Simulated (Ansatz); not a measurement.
# La under changes of volume

One of the cells (37.030 Å³/atom); the others are scaled copies at fixed shape and fractional positions:

```
La
1.0
     0.00000    2.64550    2.64550
     2.64550    0.00000    2.64550
     2.64550    2.64550    0.00000
La
1
Direct
  0.00000 0.00000 0.00000
```

This isn't the form of La at room conditions, which is double hcp.

- Program: Ansatz 0.2.0
- Functional: PBE-LDA
- Potentials or basis: all-electron LAPW, scalar-relativistic
- Cutoff: 120 eV (chosen from the basis error)
- Basis error allowed: 0.001 eV/atom
- k mesh: 9 × 9 × 9
- Occupations: cold, width 0.025 eV
- Spin: collinear spin, random start
- Starting moments: [1.0] μB
- Fixed moment: 1 μB

```tsv
volume (Å³/atom)	energy over the lowest point (meV/atom)	pressure (GPa)
34.808	?	?
35.549	91.85	5.8
36.289	66.60	5.2
37.030	44.91	4.3
37.771	26.96	3.5
38.511	12.06	2.9
39.252	0.00	2.3
```

Question: What does the run at 34.808 Å³/atom give?

Answer: Energy over the lowest point 121.23 meV/atom; pressure 6.8 GPa.

Worked out: A Birch-Murnaghan fit of order 3 (a polynomial in V^(-2/3)) to the other rows has no minimum within the range. It gives 121.46 meV/atom at 34.808 Å³/atom, against the run's 121.23, and -dE/dV = 6.9 GPa, against 6.8.

Energies are extrapolated to zero smearing.

Caveats: the total moment is fixed, so each spin has its own Fermi level.
